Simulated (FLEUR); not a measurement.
A run of FLEUR MaX-R8.1 (later development tree) is set up as follows.

inp.xml

```xml
<?xml version="1.0" encoding="UTF-8" standalone="no"?>
<fleurInput fleurInputVersion="0.39">
   <comment>
      BaZrO3                                                                                              
   </comment>
   <calculationSetup>
      <cutoffs Kmax="5.07" Gmax="15.7" GmaxXC="15.7" numbands="0"/>
      <scfLoop itmax="60" minDistance="0.00001" maxIterBroyd="15" imix="Anderson" alpha="0.05" precondParam="0.0" spinf="2.0" sdNocoIR="T"/>
      <coreElectrons ctail="T" frcor="F" kcrel="0" coretail_lmax="0"/>
      <xcFunctional name="PBEs" relativisticCorrections="F"/>
      <magnetism jspins="1"/>
      <soc l_soc="F" theta="0.0" phi="0.0" spav="F"/>
      <expertModes spex="0" secvar="F"/>
      <geometryOptimization l_f="T" forcealpha="1.0" forcemix="BFGS" epsdisp="0.0005" epsforce="0.0002"/>
      <ldaU l_linMix="F" mixParam="0.05" spinf="1.0"/>
   </calculationSetup>
   <cell>
      <bzIntegration valenceElectrons="50.0" mode="hist" fermiSmearingEnergy="0.00183747">
         <kPointListSelection listName="default-1"/>
         <!-- k-points included here -->
         <xi:include xmlns:xi="http://www.w3.org/2001/XInclude" href="kpts.xml"> </xi:include>
      </bzIntegration>
      <!-- symmetry operations included here -->
      <xi:include xmlns:xi="http://www.w3.org/2001/XInclude" href="sym.xml"> </xi:include>
      <bulkLattice scale="1.0">
         <bravaisMatrix>
            <row-1>    7.9204846950809644     0.0000000000000000     0.0000000000000000</row-1>
            <row-2>    0.0000000000000000     7.9204846950809644     0.0000000000000000</row-2>
            <row-3>    0.0000000000000000     0.0000000000000000     7.9204846950809644</row-3>
         </bravaisMatrix>
      </bulkLattice>
   </cell>
   <atomSpecies>
      <species name="Barium (Ba)" element="Ba" atomicNumber="56">
         <mtSphere radius="2.66" gridPoints="879" logIncrement="0.015"/>
         <atomicCutoffs lmax="10" lnonsphr="10"/>
         <electronConfig flipSpins="F">
            <coreConfig>(1s1/2) (2s1/2) (2p1/2) (2p3/2) (3s1/2) (3p1/2) (3p3/2) (4s1/2) (3d3/2) (3d5/2) (4p1/2) (4p3/2)</coreConfig>
            <valenceConfig>(5s1/2) (4d3/2) (4d5/2) (5p1/2) (5p3/2) (6s1/2)</valenceConfig>
[... 19 lines left out ...]
         <lo type="SCLO" l="0" n="4" eDeriv="0"/>
         <lo type="SCLO" l="1" n="4" eDeriv="0"/>
         <lo type="SCLO" l="1" n="4" eDeriv="1"/>
         <lo type="SCLO" l="2" n="4" eDeriv="2"/>
         <lo type="SCLO" l="3" n="4" eDeriv="2"/>
      </species>
      <species name="Oxygen (O)" element="O" atomicNumber="8">
         <mtSphere radius="1.42" gridPoints="481" logIncrement="0.022"/>
         <atomicCutoffs lmax="8" lnonsphr="8"/>
         <electronConfig flipSpins="F">
            <coreConfig>(1s1/2)</coreConfig>
            <valenceConfig>(2s1/2) (2p1/2) (2p3/2)</valenceConfig>
            <stateOccupation state="(2p1/2)" spinUp="0.666667" spinDown="0.666667"/>
            <stateOccupation state="(2p3/2)" spinUp="1.333333" spinDown="1.333333"/>
         </electronConfig>
         <energyParameters s="2" p="2" d="3" f="4"/>
         <lo type="SCLO" l="0" n="2" eDeriv="2"/>
         <lo type="SCLO" l="1" n="2" eDeriv="2"/>
         <lo type="SCLO" l="2" n="3" eDeriv="2"/>
      </species>
   </atomSpecies>
   <atomGroups>
      <atomGroup species="Barium (Ba)">
         <relPos label="                   1">.0000000000 .0000000000 .0000000000</relPos>
         <force calculate="T" relaxXYZ="TTT"/>
      </atomGroup>
      <atomGroup species="Zirconium (Zr)">
         <relPos label="                   2">1.000/2.000 1.000/2.000 1.000/2.000</relPos>
         <force calculate="T" relaxXYZ="TTT"/>
      </atomGroup>
      <atomGroup species="Oxygen (O)">
         <relPos label="                   3">1.000/2.000 1.000/2.000 .0000000000</relPos>
         <relPos label="                   4">1.000/2.000 .0000000000 1.000/2.000</relPos>
         <relPos label="                   5">.0000000000 1.000/2.000 1.000/2.000</relPos>
         <force calculate="T" relaxXYZ="TTT"/>
      </atomGroup>
   </atomGroups>
   <output dos="F" band="F" slice="F">
      <checks vchk="F" cdinf="F"/>
      <bandDOS minEnergy="-.5*Htr" maxEnergy="0.5*Htr" sigma="0.015" storeEVData="T"/>
      <vacuumDOS vacdos="F" integ="F" star="F" nstars="0" locx1="0.0" locy1="0.0" locx2="0.0" locy2="0.0" nstm="0" tworkf="0.0"/>
      <unfoldingBand unfoldBand="F" supercellX="1" supercellY="1" supercellZ="1"/>
      <plotting iplot="0" polar="F">
         <plot TwoD="T" vec1="  1.0  0.0  0.0" vec2="  0.0  1.0  0.0" vec3="  0.0  0.0  1.0" zero="  0.0  0.0  0.0" file="plot"/>
      </plotting>
      <chargeDensitySlicing numkpt="0" minEigenval="0.0" maxEigenval="0.0" nnne="0" pallst="F"/>
      <specialOutput eonly="F"/>
      <moessbauerParams electricFieldGradient="T" isomerShift="T" coreHyperfine="T" valenceHyperfine="T"/>
      <magneticCircularDichroism mcd="F" energyLo="-10.0" energyUp="0.0"/>
   </output>
  <!-- We include the file relax.xml here to enable relaxations (see documentation) -->
  <xi:include xmlns:xi="http://www.w3.org/2001/XInclude" href="relax.xml"> <xi:fallback/> </xi:include>
</fleurInput>
```

File crystal.txt:

```
BaZrO3
&input cartesian=F /
4.1913400000  0.0000000000  0.0000000000
0.0000000000  4.1913400000  0.0000000000
0.0000000000  0.0000000000  4.1913400000
1.8897261246
1.0 1.0 1.0

5
56 0.0000000000  0.0000000000  0.0000000000
40 0.5000000000  0.5000000000  0.5000000000
8 0.5000000000  0.5000000000  0.0000000000
8 0.5000000000  0.0000000000  0.5000000000
8 0.0000000000  0.5000000000  0.5000000000

&kpt div1=6 div2=6 div3=6 gamma=T /
```

Potentials or basis: all-electron, FLAPW.

Run with:

```bash
$ inpgen -f crystal.txt -profile fastHighL
$ # inp.xml edited to the form shown
$ mpirun -n 4 fleur_MPI -pe_per_kpt 1
```

(1) Estimate the band gap on the k mesh.

## Answers

(1) 3.15 eV, indirect (least direct gap 3.35 eV).

Caveat: spin-orbit coupling is left out, which moves the levels of the heavy elements.
